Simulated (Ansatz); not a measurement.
## WC (Qusongite): relaxation of cell and atoms with PBEsol+U

Crystal: WC (Qusongite).

```
CELL_PARAMETERS angstrom
2.90650 0.00000 0.00000
-1.45325 2.51710 0.00000
0.00000 0.00000 2.83660
ATOMIC_POSITIONS crystal
W 0.00000 0.00000 0.00000
C 0.66667 0.33333 0.50000
```

```yaml
Program: Ansatz 0.2.0
Task: relaxation of cell and atoms
Functional: PBEsol
Potentials_or_basis: Ansatz PAW
Cutoff: "420 eV (not typed: the program's choice for these potentials)"
k_mesh: 10 × 10 × 9
Occupations: fermi-dirac, width 0.05 eV
Spin: no spin polarisation
Hubbard_terms: W d U = 3.5 eV
Hubbard_projectors: ortho-atomic (the default)
Double_counting: fll (the default)
```

* Relaxed volume: 10.30 Å³/atom
* Relaxed cell: a = 2.902 Å, b = 2.902 Å, c = 2.826 Å, α = 90.00°, β = 90.00°, γ = 120.00°
* Space group after relaxing (to 0.05 Å): P-6m2 (No. 187)
* Energy gained by relaxing: 0.8 meV/atom
* Ionic steps: 6
* Pressure after relaxing: 0.0 GPa

Step by step:
```
step  energy change (eV)  largest force (eV/Å)  volume (Å³)
   1              0.0000                0.0000        20.75
   2             -0.0014                0.0000        20.54
   3             -0.0019                0.0000        20.59
   4             -0.0019                0.0000        20.61
   5             -0.0019                0.0000        20.60
   6             -0.0016                0.0000        20.60
```

Final structure:
```
W C
1.0
     2.90161    0.00000    0.00000
    -1.45081    2.51287    0.00000
     0.00000    0.00000    2.82554
W C
1 1
Cartesian
  0.0000 0.0000 0.0000
  1.4508 0.8376 1.4128
```

Eigenvalues of the final occupation matrices:
```
  site  spin  trace               eigenvalues
site 1     1   2.35  0.42 0.42 0.49 0.49 0.53
```

It took 7.1 s on 2 threads of Arm Neoverse V2, on a shared host, peak memory 0.32 GiB.

Caveat: the plane-wave basis is chosen anew once the cell has moved, so the energies of steps on either side of that aren't comparable; the pressure holds a Pulay correction of +0.3 GPa for the finite cutoff; the PAW data sets come from PBE, with cores solved anew for the run's functional, which leaves a small shift of forces and pressure; the U is typed as a test and isn't derived for this compound. Spin-orbit coupling is left out, which matters for the levels of W.
